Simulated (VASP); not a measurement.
# Ni₃Si: convergence, self-consistent run

Ni₃Si, Pm-3m (no. 221), 4 atoms in the cell. PBE; PAW potentials Ni, Si (PBE set). VASP 6.6.1.

Wanted: energy within 0.2 meV/atom; Fermi level within 0.005 eV.

What the run is for: comparing ways to start; Accuracy asked: tight.

POSCAR:
```
SiNi3
1.0
    3.5420000000      0.0000000000      0.0000000000
    0.0000000000      3.5420000000      0.0000000000
    0.0000000000      0.0000000000      3.5420000000
Ni Si
3 1
Direct
    0.5000000000      0.5000000000      0.0000000000
    0.5000000000      0.0000000000      0.5000000000
    0.0000000000      0.5000000000      0.5000000000
    0.0000000000      0.0000000000      0.0000000000
```

## How the run starts (with a second run first, the time holds both)

| How the run starts (with a second run first, the time holds both) | Energy less reference (meV/atom) | Fermi level (eV) | Time (s) |
|---|---|---|---|
| from scratch: 16 SCF iterations | 0.00 | 10.1915 | 34 |
| density of a coarse mesh (ICHARG 1): 16 + 10 SCF iterations | 0.00 | 10.1914 | 40 |
| orbitals of a lower cutoff (ISTART 1): 16 + 6 SCF iterations | 0.00 | 10.1914 | 43 |
| orbitals of a loose run: 12 + 6 SCF iterations | 0.00 | 10.1913 | 35 |

## Question

For each series: keep the first row unless others stay within half of the tolerance and take at least 30 % less time, and then take the fastest.

## Answer

- How the run starts (with a second run first, the time holds both): from scratch: 16 SCF iterations

The chosen settings are those of the reference run.

## The input

INCAR:
```
SYSTEM = SiNi3
GGA = PE
ISPIN = 2
MAGMOM = 1 1 1 0
LORBIT = 11
ISMEAR = 1
SIGMA = 0.1
LWAVE = .FALSE.
LCHARG = .FALSE.
ISIF = 2
PREC = Accurate
LASPH = .TRUE.
LREAL = .FALSE.
ALGO = Normal
EDIFF = 1E-6
NELM = 200
GGA_COMPAT = .FALSE.
ENCUT = 400
LMAXMIX = 4
```

KPOINTS:
```
k-points
0
Gamma
  9 9 9
```

Commands:
```
cat potpaw_PBE.64/Ni/POTCAR potpaw_PBE.64/Si/POTCAR > POTCAR
mpirun -np 1 vasp_std > vasp.out
```

Limits: The moments start parallel; another order may lie lower.

The chosen input took VASP 6.6.1 34 s on 1 core (Intel Xeon 6975P-C (Granite Rapids)), a shared host.

## An input that fails: restart asked without its files

VASP's message: ERROR: charge density could not be read from file CHGCAR for ICHARG>10.

Changes against the starting input:
```
- NELM = 200
+ NELM = 60
+ ICHARG = 11
```
